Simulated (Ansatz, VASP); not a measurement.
**Two plane-wave programs on Ni**

File INCAR:

```
ALGO = Normal
EDIFF = 1E-6
EDIFFG = -0.01
ENCUT = 600
GGA = PE
IBRION = 2
ISIF = 3
ISMEAR = -1
ISPIN = 2
LASPH = True
LCHARG = False
LMAXMIX = 4
LORBIT = 11
LREAL = False
LWAVE = False
MAGMOM = 1
NELM = 150
NSW = 60
PREC = Accurate
SIGMA = 0.05
```

The input KPOINTS:

```
k-points
0
Gamma
  13 13 13
```

File POSCAR:

```
Ni
1.0
   -1.3837154700      1.3837154700      1.3837154700
    1.3837154700     -1.3837154700      1.3837154700
    1.3837154700      1.3837154700     -1.3837154700
Ni
1
Direct
    0.0000000000      0.0000000000      0.0000000000
```

The input input.yaml:

```yaml
crystal:
  lattice:
    - [-1.38371547, 1.38371547, 1.38371547]
    - [1.38371547, -1.38371547, 1.38371547]
    - [1.38371547, 1.38371547, -1.38371547]
  atoms:
    - { symbol: Ni, position: [0.0, 0.0, 0.0], spin: 1.0 }
hamiltonian:
  xc: pbe
  pseudopotentials: { kind: paw }
magnetization:
  spin_polarized: true
kpoints:
  mp_grid: { grid: [13, 13, 13] }
scf:
  occupations: { method: fermi_dirac, width: 0.05 }
output:
  forces: true
  stress: true
  eigenvalues: true
relax:
  f_tol: 0.01
  max_steps: 40
  cell: { stress_tol: 0.05 }
```

This isn't the form of Ni at room conditions, which is fcc.

Alike in both runs: task relaxation of cell and atoms; functional PBE; k mesh 13 × 13 × 13; occupations fermi-dirac, width 0.05 eV; collinear spin.

|  | VASP | Ansatz |
| --- | --- | --- |
| version | VASP 6.6.1 | Ansatz 0.2.0 |
| potentials or method | VASP PAW PBE potentials, release 64 (Ni) | Ansatz PAW |
| plane-wave cutoff (eV) | 600 | 420 |
| valence electrons in the cell | 10 | 18 |

Ansatz gave:

* gap on the k mesh at the Fermi level, each at its own relaxed structure (eV): none
* net moment per atom (μB): 0.60
* size of the moment on the site where the two differ most (μB): 0.64
* relaxed volume (Å³/atom): 11.00
* relaxed cell length with the largest relative difference (Å): 2.427
* energy change over the relaxation (meV/atom): -9

Task: Estimate VASP's values.

Result: gap on the k mesh at the Fermi level, each at its own relaxed structure (eV): none; net moment per atom (μB): 0.59; size of the moment on the site where the two differ most (μB): 0.60; relaxed volume (Å³/atom): 10.99; relaxed cell length with the largest relative difference (Å): 2.426; energy change over the relaxation (meV/atom): -9.

Site moments also hang on the region over which each program counts them. A gap of «none» marks a metal or a gap that the smearing closes. The two sets of potentials don't hold the same shells in valence.

Caveats: the plane-wave basis is chosen anew once the cell has moved, so the energies of steps on either side of that aren't comparable (Ansatz).
